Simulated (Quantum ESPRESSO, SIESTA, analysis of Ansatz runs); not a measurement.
# Where P_B puts its levels in BP (F-43m) (SIESTA), part 2 of 3

Question: at which Fermi levels does P_B in BP (F-43m) change its charge? Model: a cell of 54 host atoms with 1 B taken out and 1 P put in.

SIESTA 5.4.2; SIESTA numerical-orbital DFT, PBEsol, DZP basis, PseudoDojo 0.4.1 potentials converted to PSML; charged supercells in a uniform background, point-charge correction with alignment at far sites.

So far. Step 2 (Band edges): The gap at this level is 1.15 eV.

### Step 3. Relaxing each charge state

Level of this step: SIESTA numerical-orbital DFT, PBEsol, DZP basis, PseudoDojo 0.4.1 potentials converted to PSML; relaxation of all atoms of a defect supercell at fixed charge in a uniform background (SIESTA).

Each state starts from the atoms near the defect displaced at random, so that no symmetry of the ideal site is imposed. An odd electron count needs spin polarisation, and the total moment is held fixed to keep the state apart from its neighbours in spin. Charge +1 is shown in full.

Input file defect.fdf:

```
SystemName                      B13P14
SystemLabel                     defect
NumberOfSpecies                 2
NumberOfAtoms                   54
%block ChemicalSpeciesLabel
  1    5 B
  2   15 P
%endblock ChemicalSpeciesLabel
LatticeConstant                 1.0 Ang
%block LatticeVectors
    -0.000009000     6.831351000     6.831351000
     6.831351000    -0.000009000     6.831351000
     6.831351000     6.831351000    -0.000009000
%endblock LatticeVectors
AtomicCoordinatesFormat         Fractional
%block AtomicCoordinatesAndAtomicSpecies
    -0.000001244    -0.000001244    -0.000001244  1
     0.250001226     0.250001226     0.250001226  2
    -0.000001244    -0.000001244     0.333332089  1
     0.250001226     0.250001226     0.583334559  2
     0.003700070     0.003562543     0.662408617  1
     0.251887675     0.248614590     0.921315142  2
    -0.000001244     0.333332089    -0.000001244  1
     0.250001226     0.583334559     0.250001226  2
    -0.003207190     0.334505911     0.329884412  1
     0.256254576     0.580785460     0.580738302  2
     0.000391222     0.330764044     0.663038595  1
     0.252716741     0.577246124     0.919665675  2
    -0.000001244     0.666665422    -0.000001244  1
     0.250001226     0.916667893     0.250001226  2
    -0.000001244     0.666665422     0.333332089  1
     0.250001226     0.916667893     0.583334559  2
    -0.000001244     0.666665422     0.666665422  1
     0.250001226     0.916667893     0.916667893  2
     0.333332089    -0.000001244    -0.000001244  1
     0.583334559     0.250001226     0.250001226  2
     0.333332089    -0.000001244     0.333332089  1
     0.582165566     0.246437577     0.589462889  2
     0.333332089    -0.000001244     0.666665422  1
     0.577632930     0.250705340     0.917156842  2
     0.332996112     0.327865185     0.001065261  1
     0.587117180     0.577540123     0.249653784  2
     0.333332089     0.333332089     0.333332089  1
     0.581301420     0.578613738     0.585237969  2
     0.338967344     0.333868208     0.664694216  1
     0.587249323     0.584077054     0.918003209  2
     0.333332089     0.666665422    -0.000001244  1
     0.583334559     0.916667893     0.250001226  2
     0.333332089     0.666665422     0.333332089  1
     0.583334559     0.916667893     0.583334559  2
     0.339004186     0.662158365     0.665632577  1
     0.586427316     0.917235759     0.919137755  2
     0.667788843     0.001578576     0.003451249  1
     0.912877504     0.252673844     0.254524699  2
     0.666665422    -0.000001244     0.333332089  1
     0.911990492     0.250686173     0.588740583  2
     0.660623204     0.002106701     0.667070592  1
     0.920239474     0.251722863     0.910568662  2
     0.666582755     0.332096696     0.005715894  1
     0.919215937     0.585072811     0.243682536  2
     0.660603811     0.336901076     0.335279509  1
     0.920536650     0.577318274     0.584182950  2
     0.670971515     0.327860350     0.665763525  2
     0.916667893     0.583334559     0.916667893  2
     0.666665422     0.666665422    -0.000001244  1
     0.916667893     0.916667893     0.250001226  2
     0.672101753     0.663434264     0.329868885  1
     0.913285305     0.919809339     0.587469536  2
     0.670991702     0.669362353     0.664361657  1
     0.915042505     0.912114337     0.922113641  2
%endblock AtomicCoordinatesAndAtomicSpecies
%block kgrid.MonkhorstPack
    2   0   0  0.50
    0   2   0  0.50
    0   0   2  0.50
%endblock kgrid.MonkhorstPack
XC.Functional                   GGA
XC.Authors                      PBEsol
PAO.BasisSize                   DZP
PAO.EnergyShift                 0.005 Ry
Mesh.Cutoff                     300 Ry
NetCharge                       1.0
Spin                            polarized
%block DM.InitSpin
    22   0.200
    24   0.200
    28   0.200
    40   0.200
    47   0.200
%endblock DM.InitSpin
Spin.Fix                        true
Spin.Total                      1.0
OccupationFunction              FD
ElectronicTemperature           0.01 eV
MaxSCFIterations                150
SCF.MustConverge                true
SCF.Mixer.Method                Pulay
SCF.Mixer.Weight                0.1
SCF.Mixer.History               10
SCF.DM.Tolerance                3.0e-4
SCF.H.Tolerance                 3.0e-3 eV
WriteForces                     true
Charge.Mulliken                 end
SaveRho                         true
SaveElectrostaticPotential      true
Charge.Hirshfeld                end
Charge.Voronoi                  end
MD.TypeOfRun                    Broyden
MD.Steps                        90
MD.MaxForceTol                  0.04 eV/Ang
MD.MaxDispl                     0.15 Ang
WriteCoorStep                   true
AtomCoorFormatOut               Fractional
```

On the command line:

```sh
OMP_NUM_THREADS=1 siesta defect.fdf > defect.out
```

The log of the run:

```text
Version         : 5.4.2

                           ***********************
                           *  WELCOME TO SIESTA  *
                           ***********************

[...]
reinit: Reading from file defect.fdf

reinit: -----------------------------------------------------------------------
reinit: System Name: B13P14
reinit: -----------------------------------------------------------------------
reinit: System Label: defect
reinit: -----------------------------------------------------------------------

[...]
initatom: Reading input for the pseudopotentials and atomic orbitals ----------
Species number:   1 Atomic number:    5 Label: B
Species number:   2 Atomic number:   15 Label: P

[... pseudopotential checks and orbital generation ...]

prinput: Basis input

PAO.BasisType split

%block ChemicalSpeciesLabel
    1    5 B                       # Species index, atomic number, species label
    2   15 P                       # Species index, atomic number, species label
%endblock ChemicalSpeciesLabel

%block PAO.Basis                 # Define Basis set
# WARNING: This information might be incomplete!
B                     2                    # Species label, number of l-shells
 n=2   0   2                         # n, l, Nzeta
   5.715      3.824
   1.000      1.000
 n=2   1   2 P   1                   # n, l, Nzeta, Polarization, NzetaPol
   7.067      4.748
   1.000      1.000
P                     2                    # Species label, number of l-shells
 n=3   0   2                         # n, l, Nzeta
   5.233      3.525
   1.000      1.000
 n=3   1   2 P   1                   # n, l, Nzeta, Polarization, NzetaPol
   6.628      4.520
   1.000      1.000
%endblock PAO.Basis

prinput: ----------------------------------------------------------------------

coor:   Atomic-coordinates input format  =     Fractional

[...]
siesta: System type = bulk

initatomlists: Number of atoms, orbitals, and projectors:     54   702   712

[... echo of the settings ...]

siesta: k-grid: Number of k-points = 4
siesta: k-points from Monkhorst-Pack grid
siesta: k-cutoff (effective) =     9.661 Ang
siesta: k-point supercell and displacements
siesta: k-grid:     2     0     0      0.500
siesta: k-grid:     0     2     0      0.500
siesta: k-grid:     0     0     2      0.500

diag: Algorithm                                     = D&C
diag: Absolute tolerance                            =  0.100E-15
diag: Orthogonalization factor                      =  0.100E-05

superc: Internal auxiliary supercell:     3 x     3 x     3  =      27
superc: Number of atoms, orbitals, and projectors:   1458  18954  19224

                     ====================================
                        Begin Broyden opt. move =      0
                     ====================================

[...]
superc: Internal auxiliary supercell:     3 x     3 x     3  =      27
superc: Number of atoms, orbitals, and projectors:   1458  18954  19224

outcell: Unit cell vectors (Ang):
       -0.000009    6.831351    6.831351
        6.831351   -0.000009    6.831351
        6.831351    6.831351   -0.000009

outcell: Cell vector modules (Ang)   :    9.660989    9.660989    9.660989
outcell: Cell angles (23,13,12) (deg):     60.0001     60.0001     60.0001
outcell: Cell volume (Ang**3)        :    637.6034
[...]
Initializing Density Matrix...

[...]
DM filled with atomic data (user-defined):
Note: For starting DM, Qtot, Tr[D*S] =        217.00000000        218.00000000

InitMesh: MESH = 90 x 90 x 90 = 729000
InitMesh: Mesh cutoff (required, used) =   300.000   359.778 Ry

[...]
iscf     Eharris(eV)        E_KS(eV)     FreeEng(eV)     dDmax     Ef_up Ef_dn(eV) dHmax(eV)
   scf:    1    -7174.045320    -7339.335621    -7339.339478  0.921259 -4.411940 -4.712495  7.877410
[...]
scf:    2    -6772.313793    -7167.445409    -7167.455514  0.267227 -5.783709 -5.818245 53.162416
[...]
scf:    3    -7353.971882    -7351.474706    -7351.479200  0.246599 -4.493439 -4.803909  2.590877
[...]
scf:    4    -7357.029121    -7355.373397    -7355.377021  0.028202 -4.596525 -4.892843  1.772438
[...]
scf:    5    -7355.833995    -7355.659569    -7355.663655  0.009417 -4.524059 -4.794484  0.769166
[...]
scf:    6    -7355.732054    -7355.699145    -7355.703171  0.004212 -4.499143 -4.765175  0.438284
[...]
scf:    7    -7355.754424    -7355.732488    -7355.736460  0.005274 -4.466096 -4.725656  0.159967
[...]
scf:    8    -7355.755370    -7355.745826    -7355.749816  0.003565 -4.458213 -4.709163  0.077697
[...]
scf:    9    -7355.747276    -7355.746960    -7355.750861  0.000488 -4.461539 -4.711202  0.042084
[...]
scf:   10    -7355.747311    -7355.747176    -7355.751068  0.000209 -4.460632 -4.708727  0.017091
[...]
spin moment: {S} , |S| = {        0.0        0.0    1.00000 }     1.00000

SCF Convergence by DM+H criterion
max |DM_out - DM_in|         :     0.0001697298
max |H_out - H_in|      (eV) :     0.0029769911
SCF cycle converged after 12 iterations

Using DM_out to compute the final energy and forces

siesta: E_KS(eV) =            -7355.7473

siesta: E_KS - E_eggbox =     -7355.7473

siesta: Atomic forces (eV/Ang):
[... rows ...]
   Tot    0.000129    0.000314   -0.000170
[...]
Re-using DM from previous geometries...
Number of DMs in history: 1
 DM extrapolation coefficients:
1   1.00000
New DM after history re-use:

[...]
iscf     Eharris(eV)        E_KS(eV)     FreeEng(eV)     dDmax     Ef_up Ef_dn(eV) dHmax(eV)
   scf:    1    -7359.177079    -7359.174154    -7359.174165  0.012495 -4.293679 -4.746727  0.038663
[...]
scf:    2    -7359.168394    -7359.172459    -7359.172470  0.001265 -4.299581 -4.753164  0.140494
[...]
scf:    3    -7359.174692    -7359.174306    -7359.174317  0.000992 -4.294924 -4.747558  0.002302
[...]
scf:    4    -7359.174311    -7359.174309    -7359.174320  0.000015 -4.294944 -4.747579  0.000737
     spin moment: {S} , |S| = {        0.0        0.0    1.00000 }     1.00000

SCF Convergence by DM+H criterion
[...]
SCF cycle converged after 4 iterations

[...]
siesta: E_KS(eV) =            -7359.1743

siesta: Atomic forces (eV/Ang):
     1   -0.001443   -0.010391   -0.008330
     2   -0.002846   -0.006622    0.015063
     3   -0.009159    0.007345    0.005924
     4    0.010265    0.006154    0.006717
     5   -0.003133   -0.003348   -0.001798
     6   -0.005089    0.000201    0.011151
     7   -0.004417    0.010378    0.003129
     8    0.000346    0.005243   -0.010782
     9   -0.002755    0.013694    0.004125
    10    0.003697   -0.001019   -0.007509
[...]
50   -0.006269    0.000797   -0.000776
    51    0.007354    0.000388   -0.007178
    52   -0.003788    0.003073    0.008519
    53    0.011874   -0.012625   -0.005221
    54   -0.006584   -0.008393   -0.014133
   Tot   -0.001127    0.001734   -0.001009
   Max    0.029955
   Res    0.009417    sqrt( Sum f_i^2 / 3N )
   Max    0.029955    constrained

Stress tensor Voigt[x,y,z,yz,xz,xy] (kbar):      -25.54      -25.49      -25.64        9.18        9.25        9.08
[...]
outcoor: Relaxed atomic coordinates (fractional):
    0.00091175   -0.00077071    0.00049913   1       1  B
    0.25038102    0.24878934    0.25109908   2       2  P
    0.00030036   -0.00061678    0.33345778   1       3  B
    0.25096255    0.24875719    0.58304587   2       4  P
    0.00255140   -0.00520201    0.66828856   1       5  B
    0.24921125    0.24836046    0.91834157   2       6  P
   -0.00026910    0.33345691    0.00004429   1       7  B
    0.25040336    0.58331552    0.24959648   2       8  P
    0.00185328    0.33439135    0.32880238   1       9  B
    0.25008837    0.58363892    0.58239217   2      10  P
    0.00192721    0.33427806    0.66790312   1      11  B
    0.25038729    0.58321831    0.91731976   2      12  P
    0.00094656    0.66627347   -0.00045034   1      13  B
    0.24975071    0.91612303    0.25054696   2      14  P
    0.00101507    0.66679038    0.33246032   1      15  B
    0.25112144    0.91603179    0.58339868   2      16  P
    0.00064383    0.66600366    0.66695286   1      17  B
    0.25034874    0.91586358    0.91729055   2      18  P
    0.33311393   -0.00095747    0.00118060   1      19  B
    0.58276013    0.24897827    0.25099515   2      20  P
[...]
0.66837115    0.33439212    0.00181260   1      43  B
[...]
0.66799918    0.33457532    0.32992818   1      45  B
[...]
0.66825895    0.33302057    0.66876667   2      47  P
    0.91740828    0.58300484    0.91654307   2      48  P
    0.66787535    0.66605426    0.00000140   1      49  B
    0.91721674    0.91618966    0.24994748   2      50  P
    0.66885538    0.66788676    0.32875473   1      51  B
    0.91782299    0.91547423    0.58278662   2      52  P
    0.66919349    0.66724135    0.66796699   1      53  B
    0.91790452    0.91573013    0.91751962   2      54  P

[...]
siesta: Final energy (eV):
siesta:  Band Struct. =   -2606.422904
siesta:       Kinetic =    3347.928875
siesta:       Hartree =     449.326723
[...]
siesta:         Exch. =   -2142.468234
siesta:         Corr. =    -291.799236
[...]
siesta:   Exch.-corr. =   -2434.267470
siesta:  Ion-electron =   -4108.025724
siesta:       Ion-ion =   -4614.136714
[...]
siesta:         Total =   -7359.174309
siesta:      Fermi_up =      -4.294944
siesta:      Fermi_dn =      -4.747579

siesta: Stress tensor (static) (eV/Ang**3):
siesta:    -0.015942    0.005667    0.005775
siesta:     0.005667   -0.015907    0.005731
siesta:     0.005775    0.005731   -0.016005

siesta: Cell volume =        637.603445 Ang**3

siesta: Pressure (static):
siesta:                Solid            Molecule  Units
siesta:           0.00017373          0.00017631  Ry/Bohr**3
siesta:           0.01595106          0.01618840  eV/Ang**3
siesta:          25.55640801         25.93668393  kBar

[...]
mulliken: Qtot =      109.000

[...]
mulliken: Qtot =      108.000

Mulliken Atomic Populations:
Atom #   charge [q] valence [e]      Sz [e]  Species
     1    -0.474150    3.474150    0.005682  B
     2     0.501057    4.498943    0.035105  P
     3    -0.475693    3.475693    0.005189  B
     4     0.501664    4.498336    0.016030  P
     5    -0.482998    3.482998    0.014571  B
     6     0.497974    4.502026    0.012820  P
     7    -0.454880    3.454880    0.006053  B
     8     0.505566    4.494434    0.008314  P
     9    -0.483650    3.483650    0.014869  B
    10     0.497989    4.502011    0.012689  P
    11    -0.472949    3.472949    0.010909  B
    12     0.496045    4.503955    0.017957  P
    13    -0.456147    3.456147    0.009161  B
    14     0.506228    4.493772    0.009336  P
    15    -0.474413    3.474413    0.005597  B
    16     0.501117    4.498883    0.033845  P
    17    -0.454955    3.454955    0.006098  B
    18     0.505698    4.494302    0.008258  P
    19    -0.475646    3.475646    0.005197  B
    20     0.501757    4.498243    0.016275  P
[...]
43    -0.472539    3.472539    0.010956  B
[...]
45    -0.475812    3.475812    0.009678  B
[...]
47     0.104698    4.895302    0.104722  P
    48     0.489493    4.510507    0.007466  P
    49    -0.455061    3.455061    0.006047  B
    50     0.505680    4.494320    0.008294  P
    51    -0.483398    3.483398    0.014863  B
    52     0.497714    4.502286    0.012793  P
    53    -0.472806    3.472806    0.010788  B
    54     0.495935    4.504065    0.018028  P
 Total     1.000000                1.000000

[...]
Job completed
```

The job ended after 47 min (1 MPI rank of Arm Neoverse V2, shared host; peak memory 1.3 GiB).

The steps and moves of this run count from the displaced start.

Step by step:

```
step  energy less that of the first step (eV)  largest force (eV/Å)
   0                                   0.0000                7.5728
   1                                  -2.7638                2.3861
   2                                  -3.2868                0.7949
   3                                  -3.3913                0.2680
   4                                  -3.4169                0.1029
   5                                  -3.4209                0.0669
   6                                  -3.4242                0.0468
   7                                  -3.4270                0.0417
```

The atoms that moved most (Å):

```
atom      dx      dy      dz  length
 P40  -0.179   0.116   0.144   0.257
 P28   0.127  -0.122   0.164   0.241
 P24   0.112   0.161  -0.104   0.222
 P22  -0.120  -0.131  -0.076   0.193
 B29   0.034  -0.037  -0.064   0.081
 B11   0.057   0.044   0.034   0.080
  B5  -0.020   0.032  -0.068   0.078
 B41  -0.033   0.069   0.006   0.077
```

Neighbours of P47 at the end:

| atom | distance (Å) |
| --- | --- |
| P28 | 2.176 |
| P22 | 2.176 |
| P40 | 2.177 |
| P24 | 2.177 |
| B43 | 3.225 |
| B11 | 3.225 |
| B53 | 3.230 |
| B37 | 3.247 |
| B5 | 3.249 |
| B35 | 3.249 |
| B25 | 3.253 |
| B9 | 3.254 |
| B51 | 3.260 |
| B41 | 3.262 |
| B45 | 3.267 |
| B29 | 3.268 |

Energies on the run's own zero. States near gap, by row:

```csv
spin,k,band,energy (eV),filled by count
up,0,105,-6.63,1
up,0,106,-6.462,1
up,0,107,-5.744,1
up,0,108,-5.743,1
up,0,109,-4.595,1
up,0,110,-4.205,0
up,0,111,-4.2,0
up,0,112,-3.997,0
up,0,113,-3.784,0
up,1,105,-6.823,1
up,1,106,-6.67,1
up,1,107,-6.223,1
up,1,108,-6.055,1
up,1,109,-4.394,1
up,1,110,-3.724,0
up,1,111,-3.494,0
up,1,112,-3.344,0
up,1,113,-3.284,0
down,0,104,-6.62,1
down,0,105,-6.617,1
down,0,106,-6.447,1
down,0,107,-5.732,1
down,0,108,-5.73,1
down,0,109,-4.462,0
down,0,110,-4.135,0
down,0,111,-4.13,0
down,0,112,-3.924,0
down,1,104,-6.851,1
down,1,105,-6.808,1
down,1,106,-6.657,1
down,1,107,-6.209,1
down,1,108,-6.042,1
down,1,109,-4.302,0
down,1,110,-3.655,0
down,1,111,-3.442,0
down,1,112,-3.291,0
```

(Continued in part 3 of 3.)

[Logs are printed without paths, hosts, clocks, repeated set-up lines and the standing remarks that a program may print on its own settings, such as how far it seeks lower states.]

[Hosts, paths, dates, database ids (printed as entryN), source tags and the programs' standing remarks are cut or masked in the printed files.]

[For some hosts the program warned that the k-mesh of the response run may be too coarse for force constants and the static dielectric constant; such warnings are not shown here.]

[Charge tables in the logs are Mulliken or Hirshfeld populations, whose sizes and signs can differ; where basis functions stand at a vacancy, SIESTA counts their charge against the missing atom's valence.]

[In relaxation paths of CP2K, step 0 can be the structure after the first move, since the trajectory file begins there, and the last row can be the final structure solved once more.]
